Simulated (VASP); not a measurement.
The system is GaAs.

```
CELL_PARAMETERS angstrom
0.00000 2.82685 2.82685
2.82685 0.00000 2.82685
2.82685 2.82685 0.00000
ATOMIC_POSITIONS crystal
As 0.75000 0.75000 0.75000
Ga 0.00000 0.00000 0.00000
```

| Item | Value |
| --- | --- |
| Program | VASP 6.6.1 |
| Task | relaxation of cell and atoms |
| Functional | PBE |
| Potentials or basis | VASP PAW PBE potentials, release 64 (As_GW, Ga_d_GW) |
| Cutoff | 680 eV |
| k mesh | 8 × 8 × 8 |
| Occupations | fermi-dirac, width 0.05 eV |
| Spin | no spin polarisation |

At the start: pressure 3.4 GPa; volume 22.59 Å³/atom.

Q: How do energy, volume and symmetry change on relaxing?

A: Over 3 steps the energy falls by 11.4 meV/atom and the volume is 23.72 Å³/atom (+5.0 %); space group F-43m (No. 216, to 0.05 Å).

Step by step:
```csv
step,energy change (eV),largest force (eV/Å),pressure (GPa),volume (Å³)
1,0.0000,0.0000,3.40,45.18
2,-0.0193,0.0000,-1.13,48.39
3,-0.0228,0.0000,0.04,47.44
```

Final structure:
```cif
data_structure
_symmetry_space_group_name_H-M 'P 1'
_symmetry_Int_Tables_number 1
_cell_length_a 4.0633
_cell_length_b 4.0633
_cell_length_c 4.0633
_cell_angle_alpha 60.000
_cell_angle_beta 60.000
_cell_angle_gamma 60.000
_cell_volume 47.44
loop_
_atom_site_label
_atom_site_type_symbol
_atom_site_fract_x
_atom_site_fract_y
_atom_site_fract_z
_atom_site_occupancy
As1 As 0.75000 0.75000 0.75000 1
Ga1 Ga 0.00000 0.00000 0.00000 1
```
